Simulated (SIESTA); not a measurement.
# SnO: single point with vdW-DF-cx

SnO:

```
CELL_PARAMETERS angstrom
3.81370 0.00000 0.00000
0.00000 3.81370 0.00000
0.00000 0.00000 4.88691
ATOMIC_POSITIONS crystal
Sn 0.50000 0.00000 0.76463
Sn 0.00000 0.50000 0.23537
O 0.00000 0.00000 0.00000
O 0.50000 0.50000 0.00000
```

The cell is a database's computed one.

| Item | Value |
| --- | --- |
| Program | SIESTA 5.4.2 |
| Task | single point |
| Functional | vdW-DF-cx |
| Potentials or basis | PseudoDojo 0.4 standard (PBE files) |
| Basis | DZP (energy shift 0.003 Ry; two zetas on semicore shells) |
| Grid cutoff | 800 Ry |
| Energy shift | 0.003 Ry |
| k mesh | 7 × 7 × 6 |
| Occupations | fermi-dirac, width 0.05 eV |
| Spin | no spin polarisation |

The pressure is 3.9 GPa, the largest force is 0.851 eV/Å and the band gap on the k mesh is 0.41 eV, indirect (least direct gap 1.95 eV).

Forces on the atoms (eV/Å):
```
Sn   0.000  0.000 -0.851
Sn   0.000  0.000  0.851
O    0.000  0.000  0.000
O    0.000  0.000  0.000
```

Stress tensor (GPa, compression positive):
```
4.38 0.00 0.00
0.00 4.38 0.00
0.00 0.00 3.04
```

Run time: 2.8 min on 1 thread of Arm Neoverse V1, on a shared host, peak memory 0.7 GiB.

Caveat: the potentials were made for another functional, which shifts forces and pressure; spin-orbit coupling is left out, which moves the levels of the heavy elements; an odd mesh through Γ misses points on the zone boundary, where band edges often lie; the basis of atomic orbitals isn't converged, which shifts pressures, moduli and gaps.
